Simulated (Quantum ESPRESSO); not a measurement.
Crystal: CdTe.

```xyz
2
Lattice="0.0000 3.2050 3.2050 3.2050 0.0000 3.2050 3.2050 3.2050 0.0000" Properties=species:S:1:pos:R:3 pbc="T T T"
Te    4.8075    4.8075    4.8075
Cd    0.0000    0.0000    0.0000
```

| Item | Value |
| --- | --- |
| Program | Quantum ESPRESSO 7.5 |
| Task | phonons |
| Functional | LDA |
| Potentials or basis | GBRV 1.5 LDA |
| Cutoff | 612 eV |
| Density cutoff | 4898 eV |
| k mesh | 6 × 6 × 6, shifted |
| Occupations | fermi-dirac, width 0.05 eV |
| Spin | no spin polarisation |
| Target pressure | 5 GPa |
| Form of the LDA correlation | PZ81 |
| Mixing beta | 0.5 |
| Most SCF iterations | 120 |
| SCF threshold | 4e-10 Ry |

The cell and the atoms were relaxed first at 5 GPa, to 30.33 Å³/atom (a = 4.410 Å, b = 4.410 Å, c = 4.410 Å, α = 60.00°, β = 60.00°, γ = 60.00°), and the response was taken there.

The first run showed a gap, so the response started from a second, tighter run with fixed occupations.

Problem. Which optical modes does the crystal have at the zone centre, and which show in infrared and Raman spectra?

Solution. The optical modes are T2. Infrared active: T2. Raman active: T2.

Optical modes at Γ, degenerate ones joined, polar ones without the macroscopic field:
```csv
cm⁻¹,components,symmetry,active in,"IR intensity, summed ((D/Å)²/amu)"
175,3,T2,IR and Raman,4.54
```

Zone-centre frequencies without and with the macroscopic field along z (cm⁻¹):
```csv
,optical modes in rising order
without,175 175 175
with the field,175 175 192
```

Born effective charge tensors (e):
atom 1, Te
```
-1.98  0.00  0.00
 0.00 -1.98  0.00
 0.00  0.00 -1.98
```
atom 2, Cd
```
1.98 0.00 0.00
0.00 1.98 0.00
0.00 0.00 1.98
```

Caveat: the cell is more than 3 GPa from zero pressure, which shifts response properties.
